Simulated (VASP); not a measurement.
Here is a VASP 6.6.1 calculation.

File INCAR:

```
PREC = Accurate
ENCUT = 520
EDIFF = 1E-6
ISMEAR = -1
SIGMA = 0.1
LREAL = False
LASPH = True
NELM = 60
ALGO = Normal
ISIF = 2
LWAVE = False
LCHARG = True
GGA = PS
LELF = True
LVHAR = True
NBANDS = 19
```

Contents of KPOINTS:

```
regular mesh
0
Gamma
  10 10 10
```

Contents of POSCAR:

```
Zr
1.0
    0.0000000000      3.0724653533      3.0724653533
    3.0724653533      0.0000000000      3.0724653533
    3.0724653533      3.0724653533      0.0000000000
Zr
2
Direct
    0.1250000000      0.1250000000      0.1250000000
    0.8750000000      0.8750000000      0.8750000000
```

Potentials or basis: VASP PAW PBE potentials, release 64 (Zr_sv).

Command:

```sh
$ cat potpaw_PBE.64/Zr_sv/POTCAR > POTCAR
$ mpirun -np 1 vasp_std > vasp.out
```

(1) Estimate the band gap on the k mesh.

(2) Predict the pressure.

Results:

(1) none (metal or under the smearing width).

(2) 0.1 GPa.

Caveat: the PAW data sets were made with another functional, which shifts forces and pressure a little.
